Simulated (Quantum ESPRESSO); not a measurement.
A calculation with Quantum ESPRESSO 7.5 of PtS2 (native input, structure typed inline):

Contents of pw.in:

```
&CONTROL
  calculation = 'scf'
  prefix = 'pwscf'
  outdir = './tmp'
  pseudo_dir = './pseudo'
  tprnfor = .true.
  tstress = .true.
  disk_io = 'low'
/
&SYSTEM
  ibrav = 0
  nat = 3
  ntyp = 2
  ecutwfc = 55
  ecutrho = 440
  nbnd = 21
  occupations = 'smearing'
  smearing = 'fd'
  degauss = 0.00367493
/
&ELECTRONS
  conv_thr = 6d-10
  electron_maxstep = 120
  mixing_beta = 0.5
/
ATOMIC_SPECIES
Pt   195.0840 pt_pbe_v1.4.uspp.F.UPF
S     32.0600 s_pbe_v1.4.uspp.F.UPF
CELL_PARAMETERS angstrom
   3.5432000000    0.0000000000    0.0000000000
  -1.7716000000    3.0685012107    0.0000000000
   0.0000000000    0.0000000000    5.0388000000
ATOMIC_POSITIONS crystal
Pt     0.0000000000    0.0000000000    0.0000000000
S      0.6666666667    0.3333333333    0.7730000000
S      0.3333333333    0.6666666667    0.2270000000
K_POINTS automatic
9 9 5 0 0 0
```

pp_density.in

```
&INPUTPP
  prefix = 'pwscf'
  outdir = './tmp'
  filplot = 'density.dat'
  plot_num = 0
/
&PLOT
  nfile = 1
  filepp(1) = 'density.dat'
  iflag = 3
  output_format = 6
  fileout = 'density.cube'
/
```

File pp_potential.in:

```
&INPUTPP
  prefix = 'pwscf'
  outdir = './tmp'
  filplot = 'potential.dat'
  plot_num = 11
/
&PLOT
  nfile = 1
  filepp(1) = 'potential.dat'
  iflag = 3
  output_format = 6
  fileout = 'potential.cube'
/
```

Potentials or basis: SSSP 1.3 efficiency PBE.

Launch:

```console
$ OMP_NUM_THREADS=1 pw.x -in pw.in > pw.out
$ OMP_NUM_THREADS=1 pp.x -in pp_density.in > pp_density.out
$ OMP_NUM_THREADS=1 pp.x -in pp_potential.in > pp_potential.out
```

Problem. Write the same calculation in another form: ASE script, Cartesian positions.

Solution. As run:

run.py

```python
import numpy as np
from ase.calculators.espresso import Espresso, EspressoProfile
from ase.io import read

atoms = read('PtS2.xyz')

input_data = {
    'control': {'calculation': 'scf', 'prefix': 'pwscf', 'outdir': './tmp', 'tprnfor': True, 'tstress': True, 'disk_io': 'nowf'},
    'system': {'ecutwfc': 55.0, 'ecutrho': 440.0, 'nbnd': 21, 'occupations': 'smearing', 'smearing': 'fd', 'degauss': 0.00367493},
    'electrons': {'conv_thr': 6e-10, 'electron_maxstep': 120, 'mixing_beta': 0.5},
}
pseudopotentials = {'S': 's_pbe_v1.4.uspp.F.UPF', 'Pt': 'pt_pbe_v1.4.uspp.F.UPF'}
profile = EspressoProfile(command='pw.x', pseudo_dir='pseudo')
dft = Espresso(profile=profile, input_data=input_data, pseudopotentials=pseudopotentials, kpts=(9, 9, 5), koffset=(0, 0, 0))
atoms.calc = dft

print(f'energy {atoms.get_potential_energy():.8f} eV')
print('forces (eV/A)')
print(np.round(atoms.get_forces(), 6))
print('stress (eV/A^3, Voigt)')
print(np.round(atoms.get_stress(), 8))
print(f'Fermi level {dft.get_fermi_level():.4f} eV')
```

The input PtS2.xyz:

```xyz
3
Lattice="3.5432000000 0.0000000000 0.0000000000 -1.7716000000 3.0685012107 0.0000000000 0.0000000000 0.0000000000 5.0388000000" Properties=species:S:1:pos:R:3 pbc="T T T"
Pt     0.0000000000      0.0000000000      0.0000000000
S      1.7716000002      1.0228337368      3.8949924000
S     -0.0000000002      2.0456674739      1.1438076000
```

Potentials or basis: SSSP 1.3 efficiency PBE.

The run is started by

```console
$ OMP_NUM_THREADS=1 python run.py
```

Both were run:

|  | native input, structure typed inline | ASE script, Cartesian positions |
| --- | --- | --- |
| Pressure | 11.4 GPa | 11.4 GPa |
| Largest force | 1.246 eV/Å | 1.246 eV/Å |
| Band gap on the k mesh | 1.02 eV, indirect (least direct gap 1.06 eV) | 1.02 eV, indirect (least direct gap 1.06 eV) |

Keys that steer only the numerical path or the files written may differ.

Caveat: spin-orbit coupling is left out, which moves the levels of the heavy elements; an odd mesh through Γ misses points on the zone boundary, where band edges often lie; forces of over 1 eV/Å show positions far from the minimum, so gaps and moduli don't describe the material at rest.
